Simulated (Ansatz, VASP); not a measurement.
# CuO: VASP beside Ansatz

INCAR

```
ALGO = Normal ; EDIFF = 1E-7
ENCUT = 520 ; GGA = PS
ISIF = 2 ; ISMEAR = -1
LASPH = True ; LCHARG = False
LREAL = False ; LWAVE = False
NBANDS = 25 ; NELM = 80
PREC = Accurate ; SIGMA = 0.05
```

KPOINTS

```
k-points
0
Gamma
  8 8 5
```

File POSCAR:

```
CuO
1.0
    2.0108776800     -2.1750855000      0.0000000000
    2.0108776800      2.1750855000      0.0000000000
    0.0000000000      0.0000000000      5.1559280000
Cu O
2 2
Direct
    0.5000000000      0.0000000000      0.0000000000
    0.0000000000      0.5000000000      0.5000000000
    0.5000000000      0.5000000000      0.2500000000
    0.5000000000      0.5000000000      0.7500000000
```

input.yaml

```yaml
crystal:
  lattice:
    - [2.01087768, -2.1750855, 0.0]
    - [2.01087768, 2.1750855, 0.0]
    - [0.0, 0.0, 5.155928]
  atoms:
    - { symbol: Cu, position: [0.5, 0.0, 0.0] }
    - { symbol: Cu, position: [0.0, 0.5, 0.5] }
    - { symbol: O, position: [0.5, 0.5, 0.25] }
    - { symbol: O, position: [0.5, 0.5, 0.75] }
hamiltonian:
  xc: pbesol
  pseudopotentials: { kind: paw }
kpoints:
  mp_grid: { grid: [8, 8, 5] }
  band_path:
    path:
      - [[0.0, 0.0, 0.0], [0.463677429, 0.463677429, 0.0], [0.0, 0.5, 0.0], [0.0, 0.5, 0.5], [0.463677429, 0.463677429, 0.5], [0.0, 0.0, 0.5], [0.0, 0.0, 0.0], [-0.5, 0.5, 0.0], [-0.463677429, 0.536322571, 0.0], [-0.463677429, 0.536322571, 0.5], [-0.5, 0.5, 0.5], [-0.5, 0.5, 0.0]]
      - [[0.0, 0.0, 0.5], [-0.5, 0.5, 0.5]]
    npoints: 14
scf:
  occupations: { method: fermi_dirac, width: 0.05 }
  n_extra_bands: 10
output:
  forces: true
  stress: true
  eigenvalues: true
  fatbands: true
  write_density: true
  write_potential: true
  elf: true
  volumetric_format: npy
```

Measurements of this composition are mostly on another form, of space group No. 15.

Alike in both runs: functional PBEsol; k mesh 8 × 8 × 5; occupations fermi-dirac, width 0.05 eV; no spin polarisation.

|  | VASP | Ansatz |
| --- | --- | --- |
| version | VASP 6.6.1 | Ansatz 0.2.0 |
| potentials or method | VASP PAW PBE potentials, release 64 (Cu, O) | Ansatz PAW |
| plane-wave cutoff (eV) | 520 | 420 |
| valence electrons in the cell | 34 | 50 |
| task | single point | band structure |

```csv
,VASP,Ansatz,Ansatz less VASP
gap on the k mesh at the Fermi level (eV),none,none,-
pressure (GPa),-7.8,-8.4,-0.63
largest component of the traceless stress (GPa),1.42,1.62,+0.202
```

A gap of «none» marks a metal or a gap that the smearing closes. With one functional, cell and mesh, what is left measures potentials, basis and numerics. The two sets of potentials don't hold the same shells in valence.

Caveats: the run has no spin polarisation, though such a crystal can be magnetic; semilocal functionals often make such compounds metallic where correlation or magnetic order opens a gap, which also shifts bond lengths; the PAW data sets were made with another functional, which shifts forces and pressure a little (VASP); the pressure holds a Pulay correction of +0.7 GPa for the finite cutoff (Ansatz); the PAW data sets come from PBE, with cores solved anew for the run's functional, which leaves a small shift of forces and pressure (Ansatz).
